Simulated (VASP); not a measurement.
The system is CuAu.

```xyz
2
Lattice="2.8107 0.0000 0.0000 0.0000 2.8107 0.0000 0.0000 0.0000 3.6850" Properties=species:S:1:pos:R:3 pbc="T T T"
Au    0.0000    0.0000    0.0000
Cu    1.4054    1.4054    1.8425
```

```yaml
Program: VASP 6.6.1
Task: single point
Functional: PBE
Potentials_or_basis: VASP PAW PBE potentials, release 64 (Au, Cu)
Cutoff: 900 eV
k_mesh: 12 × 12 × 9
Occupations: methfessel-paxton, width 0.05 eV
Spin: no spin polarisation
```

On this cell: pressure 4.9 GPa; largest force under 0.003 eV/Å; band gap on the k mesh none (metal or under the smearing width).

The same run follows on a disturbed copy (grid = ENCUT=900 k=12x12x9 ISMEAR=1 SIGMA=0.05 PREC=Accurate EDIFF=1e-08 LREAL=False ADDGRID=False LASPH=True; atoms moved at random, drawn with an rms of 0.1 Å):

```
CELL_PARAMETERS angstrom
2.81075 0.00000 0.00000
0.00000 2.81075 0.00000
0.00000 0.00000 3.68500
ATOMIC_POSITIONS crystal
Au 0.02571 0.01144 0.97415
Cu 0.49943 0.46588 0.50687
```

Task: What changes?

Result: The energy (extrapolated to zero smearing) moves by +46.7 meV/atom; pressure 7.2 GPa; largest force 1.080 eV/Å; band gap on the k mesh none (metal or under the smearing width).

Forces in eV/Å, atoms in the order of the input:
```
Au  -0.301 -0.500  0.909
Cu   0.301  0.500 -0.909
```

Stress tensor (GPa, compression positive):
```
 7.92  0.67 -1.14
 0.67  7.11 -1.89
-1.14 -1.89  6.45
```
